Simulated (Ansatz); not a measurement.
Runs of Ansatz 0.2.0 on HfO2. The structure is monoclinic, space group P2_1/c (No. 14). Conventional cell: a = 5.118 Å, b = 5.186 Å, c = 5.284 Å, α = 90.00°, β = 99.35°, γ = 90.00°. Hf (site symmetry 1) has 7 O at 2.03 to 2.25 Å as nearest neighbours. O (site symmetry 1) has 3 Hf at 2.03 to 2.12 Å as nearest neighbours. O (site symmetry 1) is surrounded by 4 Hf at 2.14 to 2.25 Å. 

```csv
task,level,cell,gap on the mesh (eV),pressure (GPa),V0 of scaled cells (Å³/atom),relaxed volume (Å³/atom),B0 (GPa)
equation of state,LDA,as given,-,-,(a),-,265
equation of state,PBEsol+D4,as given,-,-,11.38,-,(c)
relaxation of cell and atoms,BLYP+D4,relaxed,4.14,0.0,-,(b),-
relaxation of cell and atoms,BPBE,relaxed,4.10,0.0,-,11.80,-
```

Alike in all rows: potentials or basis Ansatz PAW; no spin polarisation; k mesh 5 × 5 × 5; cutoff (eV) 420; smearing fermi-dirac 0.05 eV.

**Question.** Fill in the values left out.

**Answer.** (a) 11.17; (b) 11.84; (c) 252.

Caveats: the cell was scaled at fixed shape and fractional positions, which overstates the stiffness of a crystal with free parameters, most of all of layers and chains (some runs); odd divisions of the mesh miss points on the zone boundary, where band edges often lie, so the gap on the mesh can be too wide (some runs); the plane-wave basis is chosen anew once the cell has moved, so the energies of steps on either side of that aren't comparable (some runs); spin-orbit coupling is left out, which moves the levels of the heavy elements (some runs); the PAW data sets come from PBE, with cores solved anew for the run's functional, which leaves a small shift of forces and pressure (some runs).

A k mesh can miss the band edges, and the runs leave out spin-orbit coupling on Hf.

Runs at the PBE level aren't shown here.
